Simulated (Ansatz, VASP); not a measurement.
# MgB2 in VASP and in Ansatz

```xyz
3
Lattice="3.0220 0.0000 0.0000 -1.5110 2.6171 0.0000 0.0000 0.0000 3.4511" Properties=species:S:1:pos:R:3 pbc="T T T"
Mg    0.0000    0.0000    0.0000
B     0.0000    1.7448    1.7255
B     1.5110    0.8724    1.7255
```

Change from the starting cell: volume scaled by 0.94, PAW files.

Alike in both runs: task electric field gradients; functional LDA; k mesh 15 × 15 × 12; occupations fermi-dirac, width 0.05 eV; no spin polarisation.

|  | VASP | Ansatz |
| --- | --- | --- |
| version | VASP 6.6.1 | Ansatz 0.2.0 |
| potentials or method | VASP PAW LDA potentials, release 64 (Mg, B) | PAW with Ansatz's default frozen-core files, scalar-relativistic |
| plane-wave cutoff (eV) | 520 | 420 |
| valence electrons in the cell | 8 | 16 |

|  | VASP | Ansatz | Ansatz less VASP |
| --- | --- | --- | --- |
| pressure (GPa) | 1.3 | 1.9 | +0.60 |
| largest component of the traceless stress (GPa) | 0.88 | 0.81 | -0.064 |
| Vzz of the field gradient on the site that differs most (V/Å²) | 19.9 | 17.6 | -2.37 |

The two sets of potentials don't hold the same shells in valence.
